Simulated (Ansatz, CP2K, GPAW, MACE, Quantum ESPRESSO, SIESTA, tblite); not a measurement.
## Generalised stacking fault on (110) of a KCl-RbCl solid solution (80 atoms) in GPAW

Wanted: GPAW inputs and outputs for generalised stacking fault on (110) of a KCl-RbCl solid solution (80 atoms), checked against a plane-wave reference.

Program: GPAW 26.7.0. Level of theory: the method is named at each step. Results are calculated unless marked as measured.

## 1. Set-up

The cell holds 80 atoms: 13 Rb, 40 Cl and 27 K. Its edges and angles: a = 7.339 Å, b = 10.379 Å, c = 26.265 Å, α = 90.0°, β = 82.6°, γ = 90.0°. CsCl-type KCl lattice (a = 3.6697 Å, the value set for the mixture), cell with z along [110], 2 x 2 x 5 periods; the third cell vector is tilted by 0.917 of [001] and lengthened by 0.1 Å, so the cell holds one fault; displaced by a Gaussian of 0.01 Å; 13 of 40 K sites given to Rb at random (lattice constant by Vegard's rule between KCl and RbCl). Then every atom was moved at random, 0.02 Å r.m.s. a Cartesian component. The structure's axis is c.

The yardstick, on the same geometry:

```
method                                           : Kohn-Sham DFT, PBE, PAW, plane waves (Ansatz 0.2.0); cutoff 420 eV, Γ point, fermi-dirac smearing of 0.05 eV; PAW set soft_2
r.m.s. force component                           : 0.1115 eV/Å
longest force                                    : 0.3849 eV/Å
pressure                                         : 5.484 GPa
gap (highest filled to lowest empty level) : 5.532 eV
SCF cycles                                       : 7
time                                             : 13 s on 8 threads of Arm Neoverse V2, shared host
CPU time                                         : 90 s
```

## 2. PBE, LCAO dzp, h 0.2 Å

Method: Kohn-Sham DFT, PBE, PAW, atomic orbitals (dzp).

Input file run.py:

```python
import numpy as np
from ase.io import read
from gpaw import GPAW, FermiDirac

atoms = read("structure.xyz")
atoms.calc = GPAW(
    mode="lcao",
    basis="dzp",
    h=0.2,
    xc="PBE",
    kpts={"size": (1, 1, 1), "gamma": True},
    occupations=FermiDirac(0.05),
    maxiter=200,
    symmetry={"point_group": False},
    txt="gpaw.txt",
)
energy = atoms.get_potential_energy(force_consistent=True)
forces = atoms.get_forces()
print(f"energy {energy:.6f} eV")
print("forces (eV/A)")
for i, (a, f) in enumerate(zip(atoms, forces)):
    print(f"{i:4d} {a.symbol:2s} {f[0]:10.5f} {f[1]:10.5f} {f[2]:10.5f}")
print(f"Fermi level {atoms.calc.get_fermi_level():.4f} eV")
for k in range(len(atoms.calc.get_ibz_k_points())):
    for s in range(atoms.calc.get_number_of_spins()):
        e = atoms.calc.get_eigenvalues(kpt=k, spin=s)
        n = np.searchsorted(e, atoms.calc.get_fermi_level())
        print(f"k {k} spin {s} levels about the Fermi level:", np.round(e[max(n - 6, 0):n], 4).tolist(), "|", np.round(e[n:n + 6], 4).tolist())
```

Input file structure.xyz:

```xyz
80
Lattice="7.33940 0.00000 0.00000 0.00000 10.37948 0.00000 3.36387 0.00000 26.04870" Properties=species:S:1:pos:R:3 pbc="T T T"
Rb 7.32250 0.02543 25.91611
Cl 1.84301 10.36910 2.59341
K 3.67618 0.00270 25.96587
Cl 5.52785 10.36381 2.62597
K 7.31918 5.18860 25.90856
Cl 1.85726 5.19991 2.57934
K 3.67137 5.19275 25.90074
Cl 5.54156 5.16109 2.60200
K 7.34536 2.61822 2.55876
Cl 1.85132 2.56913 5.15452
Rb 3.67303 2.60297 2.57596
Cl 5.51974 2.59964 5.14514
K 7.33627 0.03052 5.17093
Cl 1.83114 10.37906 7.76720
Rb 3.66154 0.01837 5.16442
Cl 5.51134 10.35665 7.78544
K 7.34883 7.75866 2.61633
Cl 1.80887 7.77537 5.19125
K 3.67336 7.77672 2.60747
Cl 5.55561 7.80246 5.17510
K 7.36779 5.20707 5.18317
Cl 1.83557 5.17801 7.78101
K 3.65628 5.16244 5.16233
Cl 5.52199 5.19701 7.80706
K 7.31497 2.59767 7.78465
Cl 1.84020 2.59622 10.35566
K 3.64340 2.59383 7.82868
Cl 5.49852 2.60681 10.35957
Rb 7.30121 10.35799 10.33274
Cl 1.85739 0.06944 12.96444
Rb 3.61205 10.37844 10.38952
Cl 5.49713 0.00602 12.95923
K 7.34169 7.77485 7.73464
Cl 1.81436 7.79374 10.36582
Rb 3.66954 7.80319 7.77476
Cl 5.53467 7.79333 10.38379
K 7.32436 5.21486 10.33300
Cl 1.79569 5.20510 12.97824
K 3.65751 5.16275 10.34941
Cl 5.47933 5.16587 12.94073
Rb 7.32346 2.57619 12.94438
Cl 9.12612 2.56114 15.55785
K 3.68955 2.59871 12.95610
Cl 5.51324 2.59975 15.56592
K 7.35111 10.34004 15.55290
Cl 9.18016 10.36370 18.17861
K 3.71848 0.03103 15.57400
Cl 5.51529 10.37035 18.10463
K 7.37310 7.80392 12.97017
Cl 9.18468 7.78274 15.57764
K 3.68727 7.76530 12.98163
Cl 5.51430 7.77413 15.57009
K 7.32382 5.16317 15.58884
Cl 9.17831 5.20168 18.17053
Rb 3.65561 5.18683 15.55316
Cl 5.51036 5.19036 18.15568
[... 20 atom lines left out ...]
K 7.34904 7.77361 23.32765
Cl 9.17374 7.80900 25.96456
Rb 3.70907 7.77984 23.33338
Cl 5.51391 7.81077 25.93930
```

Run with:

```bash
$ OMP_NUM_THREADS=1 python run.py > output.txt
```

The log of the run:

```text
energy -235.151495 eV
forces (eV/A)
   0 Rb    0.19629   -0.05710    0.11794
   1 Cl   -0.15184   -0.12340   -0.19463
   2 K     0.03464   -0.01408    0.07346
   3 Cl    0.28524   -0.06768   -0.20238
   4 K     0.20374    0.06311    0.12280
   5 Cl   -0.05447    0.11246   -0.10520
   6 K     0.06362    0.08953    0.12963
   7 Cl    0.07129    0.18973   -0.09760
   8 K    -0.03431   -0.00813    0.00824
   9 Cl   -0.27736    0.24239    0.23489
  10 Rb    0.00257   -0.04076   -0.04295
  11 Cl    0.16222    0.17697    0.26175
  12 K     0.07077    0.02501   -0.00358
  13 Cl   -0.22011    0.15717   -0.12415
  14 Rb    0.13974   -0.09467    0.01296
  15 Cl    0.09710    0.21165   -0.19918
  16 K    -0.08480    0.01147   -0.09133
  17 Cl   -0.02632   -0.12035   -0.11095
  18 K    -0.04370   -0.02369    0.00267
  19 Cl   -0.04076   -0.18511   -0.06658
  20 K     0.00046   -0.06447    0.00995
  21 Cl   -0.06337   -0.09613   -0.06577
  22 K     0.15576   -0.03126    0.04496
  23 Cl   -0.00860   -0.13162   -0.14384
[...]
72 K     0.05260    0.01554    0.03365
  73 Cl   -0.05874    0.07740   -0.08185
  74 K    -0.11337   -0.01721    0.02396
  75 Cl   -0.27613    0.13345   -0.15383
  76 K     0.02988    0.00586    0.08414
  77 Cl   -0.05504   -0.15853    0.09985
  78 Rb   -0.18053    0.13172    0.07694
  79 Cl   -0.06270   -0.18307    0.16096
Fermi level 4.6299 eV
k 0 spin 0 levels about the Fermi level: [2.2666, 2.3001, 2.3384, 2.3492, 2.3502, 2.3744] | [7.7184, 8.2447, 8.29, 9.0955, 9.1146, 9.1844]
```

gpaw.txt:

```text
Input parameters:
  mode=LCAO(),
  basis={'default': 'dzp'},
  h=0.2,
  kpts=MonkhorstPack(size=(1, 1, 1), gamma=True),
  maxiter=200,
  occupations=Occupations(name='fermi-dirac', width=0.05, fixmagmom=False),
  symmetry=Symmetry(point_group=False),
  xc=XC(name='PBE')
Unit cell  # Å
| periodic |        x |         y |         z |   lengths |    angles |
|----------|----------|-----------|-----------|-----------|-----------|
|      yes | 7.339400 |  0.000000 |  0.000000 |  7.339400 | 90.000000 |
|      yes | 0.000000 | 10.379480 |  0.000000 | 10.379480 | 82.641677 |
|      yes | 3.363870 |  0.000000 | 26.048700 | 26.265003 | 90.000000 |
Number of symmetries: 1
Symmetry operations  # r_c * U_cc + t_c -> r_c
|   | kind |            matrix            |
|---|------|------------------------------|
| 0 |  E   |  1, 0, 0,  0, 1, 0,  0, 0, 1 |
BZ-sampling:
  Number of BZ points: 1
  Number of IBZ points: 1
  Monkhorst-Pack size: [1, 1, 1]
  Monkhorst-Pack shift: [0, 0, 0]
[... lines left out ...]
        l=1, rc=13.1094 Bohr: p-type Gaussian polarization
      Number of RI-basis functions 0
Reference energy: -1998862.394227  # eV
eigensolver:
density mixing:
  MSR1-Mixer
occupation numbers:
  Fermi-Dirac:
    width: 0.0500  # eV
FastPoissonSolver using
    Stencil: 8*3+1=25 point O(h^6) finite-difference Laplacian
xc functional:
  name: PBE with 2 nearest neighbor stencil
interpolation: tri-quintic # 5. degree polynomial
Initialization done in: 14.520 s
convergence criteria:
- Maximum [total energy] change in last 3 cyles: 0.0005 eV / valence electron
- Maximum integral of absolute [dens]ity change: 0.0001 electrons / valence electron
- Maximum integral of absolute [eigenst]ate change: 4e-08 eV^2 / valence electron
maximum number of iterations: 200
SCF iterations
|iter     |      energy | eigst |  dens |
|---------|-------------|-------|-------|
|iter:   1| -241.137633 |      c|       |
|iter:   2| -240.056732 |      c| -1.41 |
|iter:   3| -235.166316 |      c| -1.44 |
|iter:   4| -235.147373 |      c| -1.86 |
|iter:   5| -235.151529c|      c| -2.31 |
|iter:   6| -235.151487c|      c| -3.46 |
|iter:   7| -235.151495c|      c| -4.20c|
Converged in 7 steps
SCF loop duration: 319.456 s (45.637 s/step)
Energy contributions relative to reference atoms: (reference = -1998862.394227)
Energy contributions:
  Kinetic:         685.932333
  Coulomb:        -590.090661
  Zero:              5.480306
  External:          0.000000
  Xc:             -336.473473
  Entropy:           0.000000
  Spinorbit:         0.000000
  ----------------------------
  Free energy:    -235.151495
  Extrapolated:   -235.151495
dipole moment: (76.989868, 156.632716, 654.695968)  # |e|*Ang
Fermi level: 4.630
Eigenvalues  # (at kpt = [0.000, 0.000, 0.000])
| band index |      eig [eV] | occ [0-2] |
|------------|---------------|-----------|
|          0 |       -25.991 |     2.000 |
|        ... |               |           |
|        312 |         2.235 |     2.000 |
|        313 |         2.255 |     2.000 |
[...]
|        327 |         9.414 |     0.000 |
|        ... |               |           |
|        359 |        11.284 |     0.000 |
Gap: 5.344 eV
Transition (v -> c):
  (s=0, k=0, n=319, [0.00, 0.00, 0.00]) -> (s=0, k=0, n=320, [0.00, 0.00, 0.00])
No difference between direct/indirect transitions
Force computation time: 116.566  # s
timing:  # [seconds]
  Total:  450.577  # ━━━━━━━━━━━━━━━━━━━━━━━━━━━━━━━━━━━━━━━━━━━━━━━━━━━━━━━━
  Init:    14.519  # ━━
  SCF:    319.456  # ━━━━━━━━━━━━━━━━━━━━━━━━━━━━━━━━━━━━━━━╸
  Forces: 116.566  # ━━━━━━━━━━━━━━╸
```

Wall time 7.5 min (1 thread of Arm Neoverse V2, shared host); peak memory 2.5 GiB.

Banners, paths, timers and routine set-up lines are dropped from the logs unmarked, and long logs keep their key lines alone; longer cuts are marked.

Against the reference:

* r.m.s. force component: 0.1211 eV/Å
* r.m.s. difference of force components: 42.17 meV/Å
* longest difference of force vectors: 161.4 meV/Å
* force difference over r.m.s. force: 37.81 %
* slope of forces against the reference's: 1.018
* correlation of force components: 0.9375
* gap (highest filled to lowest empty level): 5.344 eV
* gap difference: -0.1883 eV

This run lies far from the reference in forces at the same functional.

Length of the force difference by element (eV/Å):

```tsv
element	atoms	mean	most
Cl	40	0.030	0.075
K	27	0.092	0.16
Rb	13	0.091	0.16
```

Levels nearest the highest filled one (eV from it): -0.11, -0.07, -0.04, -0.03, -0.02, 0.00, 5.34, 5.87, 5.92, 6.72, 6.74, 6.81.

Local excerpt of 9 atoms (numbers count through the whole input) about K73, picked at random; x, y, z are measured from there.

```tsv
atom	x	y	z	distance (Å)	bonds	Fx	Fy	Fz (eV/Å)
K73	0.00	0.00	0.00	0.00	8	0.053	0.016	0.034
Cl64	-1.82	-2.57	0.00	3.15	8	0.105	0.114	-0.164
Cl76	-1.80	0.02	2.59	3.15	8	-0.276	0.133	-0.154
Cl72	-1.76	2.63	0.00	3.16	8	0.069	-0.172	0.183
Cl60	-1.79	0.02	-2.61	3.16	8	-0.130	-0.250	0.111
Cl58	1.86	0.00	-2.57	3.17	8	0.129	-0.205	0.049
Cl74	1.90	0.04	2.59	3.21	8	-0.059	0.077	-0.082
Cl62	1.91	-2.61	-0.04	3.23	8	-0.126	0.147	-0.034
Cl70	1.91	2.63	-0.03	3.25	8	-0.193	-0.156	0.246
```

Atoms are counted from 1 here, from 0 in the log.

Forces lie 38 % from the reference's, at 5.0 times its CPU time (on 1 against 8 cores).

## 3. RPBE, LCAO dzp, h 0.2 Å

Method: Kohn-Sham DFT, RPBE, PAW, atomic orbitals (dzp).

run.py, as its differences from that of step 2:

```diff
@@ -9,3 +9,3 @@
     h=0.2,
-    xc="PBE",
+    xc="RPBE",
     kpts={"size": (1, 1, 1), "gamma": True},
```

structure.xyz is that of step 2.

The log of the run:

```text
energy -215.028328 eV
forces (eV/A)
   0 Rb    0.18295   -0.05981    0.13541
   1 Cl   -0.15728   -0.12912   -0.20321
   2 K     0.00832   -0.01156    0.07753
   3 Cl    0.30184   -0.07145   -0.21896
   4 K     0.19095    0.06837    0.14014
   5 Cl   -0.05408    0.11745   -0.11630
   6 K     0.04422    0.09129    0.14890
   7 Cl    0.07891    0.20513   -0.11214
   8 K    -0.01029   -0.01859    0.00678
   9 Cl   -0.28946    0.25441    0.24672
  10 Rb    0.02531   -0.03976   -0.05641
  11 Cl    0.16885    0.18372    0.27748
[...]
75 Cl   -0.29300    0.13969   -0.15013
  76 K     0.03164    0.01593    0.08564
  77 Cl   -0.06148   -0.16896    0.11352
  78 Rb   -0.18478    0.13118    0.07789
  79 Cl   -0.07158   -0.19340    0.18084
Fermi level 4.8398 eV
k 0 spin 0 levels about the Fermi level: [2.3946, 2.4262, 2.465, 2.4751, 2.4761, 2.4994] | [8.1542, 8.6689, 8.7125, 9.5244, 9.5435, 9.6137]
```

gpaw.txt:

```text
Input parameters:
  mode=LCAO(),
  basis={'default': 'dzp'},
  h=0.2,
  kpts=MonkhorstPack(size=(1, 1, 1), gamma=True),
  maxiter=200,
  occupations=Occupations(name='fermi-dirac', width=0.05, fixmagmom=False),
  symmetry=Symmetry(point_group=False),
  xc=XC(name='RPBE')
[... lines left out ...]
  Fermi-Dirac:
[... lines left out ...]
convergence criteria:
- Maximum [total energy] change in last 3 cyles: 0.0005 eV / valence electron
[... lines left out ...]
Converged in 7 steps
[... lines left out ...]
  Free energy:    -215.028328
[... lines left out ...]
Fermi level: 4.840
[... lines left out ...]
|          0 |       -25.965 |     2.000 |
|        ... |               |           |
|        312 |         2.363 |     2.000 |
|        313 |         2.382 |     2.000 |
[...]
|        327 |         9.829 |     0.000 |
|        ... |               |           |
|        359 |        11.658 |     0.000 |
Gap: 5.655 eV
Transition (v -> c):
  (s=0, k=0, n=319, [0.00, 0.00, 0.00]) -> (s=0, k=0, n=320, [0.00, 0.00, 0.00])
No difference between direct/indirect transitions
Force computation time: 114.454  # s
timing:  # [seconds]
  Total:  447.407  # ━━━━━━━━━━━━━━━━━━━━━━━━━━━━━━━━━━━━━━━━━━━━━━━━━━━━━━━━
  Init:    14.587  # ━━
  SCF:    318.335  # ━━━━━━━━━━━━━━━━━━━━━━━━━━━━━━━━━━━━━━━━
  Forces: 114.454  # ━━━━━━━━━━━━━━╸
```

Elapsed: 7.5 min, on 1 thread; peak memory 2.5 GiB.

Numbers from this run, and their distance from the reference:

| Quantity | Value |
| --- | --- |
| r.m.s. force component | 0.1268 eV/Å |
| r.m.s. difference of force components | 39.29 meV/Å |
| longest difference of force vectors | 144.6 meV/Å |
| force difference over r.m.s. force | 35.23 % |
| slope of forces against the reference's | 1.084 |
| correlation of force components | 0.9537 |
| gap (highest filled to lowest empty level) | 5.655 eV |
| gap difference | 0.1225 eV |

Against the first run (38 %), the force difference from the reference is 35 %, at 0.99 times the CPU time; the model has changed, so this is no error of the program alone.

(Part 1 of 2 ends here.)

[Also dropped from logs without a mark: logging warnings of Python, and SIESTA's first energy breakdown and zero terms.]

[Logs are printed without paths, hosts, clocks, repeated set-up lines and the standing remarks that a program may print on its own settings, such as how far it seeks lower states.]

[Hosts, paths, dates, database ids (printed as entryN), source tags and the programs' standing remarks are cut or masked in the printed files.]
